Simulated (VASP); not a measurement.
A run of VASP 6.6.1 is set up as follows.

POSCAR

```
MgO2
1.0
    4.8286124700      0.0000000000      0.0000000000
    0.0000000000      4.8286124700      0.0000000000
    0.0000000000      0.0000000000      4.8286124700
Mg O
4 8
Direct
    0.0000000000      0.0000000000      0.0000000000
    0.5000000000      0.0000000000      0.5000000000
    0.5000000000      0.5000000000      0.0000000000
    0.0000000000      0.5000000000      0.5000000000
    0.5894244400      0.9105755600      0.0894244400
    0.9105755600      0.0894244400      0.5894244400
    0.0894244400      0.5894244400      0.9105755600
    0.4105755600      0.4105755600      0.4105755600
    0.5894244400      0.5894244400      0.5894244400
    0.9105755600      0.4105755600      0.0894244400
    0.0894244400      0.9105755600      0.4105755600
    0.4105755600      0.0894244400      0.9105755600
```

The input INCAR.step1:

```
SYSTEM = MgO2
  ALGO = Fast
  EDIFF = 1E-6
  ENCUT = 520
  GGA = CA
  ISIF = 2
  ISMEAR = -1
  LASPH = .TRUE.
  LCHARG = .TRUE.
  LREAL = .FALSE.
  LWAVE = .FALSE.
  NBANDS = 40
  NELM = 100
  PREC = Accurate
  SIGMA = 0.05
```

File KPOINTS.step1:

```
k-points
0
G
  6 6 6
  0 0 0
```

Contents of INCAR.step2:

```
SYSTEM = MgO2
  ALGO = Fast
  EDIFF = 1E-6
  ENCUT = 520
  GGA = CA
  ICHARG = 11
  ISIF = 2
  ISMEAR = 0
  LASPH = .TRUE.
  LCHARG = .FALSE.
  LREAL = .FALSE.
  LWAVE = .FALSE.
  NBANDS = 40
  NELM = 100
  PREC = Accurate
  SIGMA = 0.05
```

File KPOINTS.step2:

```
path GXMGRX,MR
20
line-mode
reciprocal
 0.0000000000  0.0000000000  0.0000000000  G
 0.0000000000  0.5000000000  0.0000000000  X

 0.0000000000  0.5000000000  0.0000000000  X
 0.5000000000  0.5000000000  0.0000000000  M

 0.5000000000  0.5000000000  0.0000000000  M
 0.0000000000  0.0000000000  0.0000000000  G

 0.0000000000  0.0000000000  0.0000000000  G
 0.5000000000  0.5000000000  0.5000000000  R

 0.5000000000  0.5000000000  0.5000000000  R
 0.0000000000  0.5000000000  0.0000000000  X

 0.5000000000  0.5000000000  0.0000000000  M
 0.5000000000  0.5000000000  0.5000000000  R
```

Potentials or basis: VASP PAW LDA potentials, release 64 (Mg, O).

Run with:

```console
$ cat potpaw_LDA.64/Mg/POTCAR potpaw_LDA.64/O/POTCAR > POTCAR
$ cp INCAR.step1 INCAR
$ cp KPOINTS.step1 KPOINTS
$ mpirun -np 1 vasp_std > vasp.out
$ cp INCAR.step2 INCAR
$ cp KPOINTS.step2 KPOINTS
$ mpirun -np 1 vasp_std > vasp.out
```

Q: What does it give for the band gap along the path?

A: 3.75 eV, indirect (least direct gap 3.87 eV).

Q: What does it give for the band gap on the k mesh?

A: 3.77 eV, indirect (least direct gap 3.90 eV).

Levels at the corners of the path, in eV from the valence-band top:
```csv
point,band 26,band 27,band 28,band 29,band 30,band 31
Γ,-0.51,0.00,0.00,4.37,4.41,4.41
X,-0.74,-0.12,-0.12,3.83,3.83,4.25
X,-0.74,-0.12,-0.12,3.83,3.83,4.25
M,-0.50,-0.50,-0.50,4.03,4.03,4.03
M,-0.50,-0.50,-0.50,4.03,4.03,4.03
Γ,-0.51,0.00,0.00,4.37,4.41,4.41
Γ,-0.51,0.00,0.00,4.37,4.41,4.41
R,-0.58,-0.58,-0.58,4.33,4.33,4.33
R,-0.58,-0.58,-0.58,4.33,4.33,4.33
X,-0.74,-0.12,-0.12,3.83,3.83,4.25
M,-0.50,-0.50,-0.50,4.03,4.03,4.03
R,-0.58,-0.58,-0.58,4.33,4.33,4.33
```

Caveat: the log is that of the step along the path at fixed density, whose energy, stress, charges and moments have no meaning.
